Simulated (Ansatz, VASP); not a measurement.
**Au: VASP beside Ansatz**

```xyz
2
Lattice="1.3726 -2.4859 0.0000 1.3726 2.4859 0.0000 0.0000 0.0000 4.7590" Properties=species:S:1:pos:R:3 pbc="T T T"
Au    1.3726   -0.8220    1.1898
Au    1.3726    0.8220    3.5693
```

This isn't the form of Au at room conditions, which is fcc.

Alike in both runs: task single point; functional LDA; k mesh 12 × 12 × 6; occupations gaussian, width 0.1 eV; no spin polarisation.

|  | VASP | Ansatz |
| --- | --- | --- |
| version | VASP 6.6.1 | Ansatz 0.2.0 |
| potentials or method | VASP PAW LDA potentials, release 64 (Au) | plane waves, PAW |
| plane-wave cutoff (eV) | 520 | 500 |
| valence electrons in the cell | 22 | 38 |

|  | VASP | Ansatz | Ansatz less VASP |
| --- | --- | --- | --- |
| pressure (GPa) | 5.3 | 4.7 | -0.54 |
| largest component of the traceless stress (GPa) | 1.60 | 1.48 | -0.123 |

The two sets of potentials don't hold the same shells in valence.

Spin-orbit coupling is left out, which matters for the levels of Au.
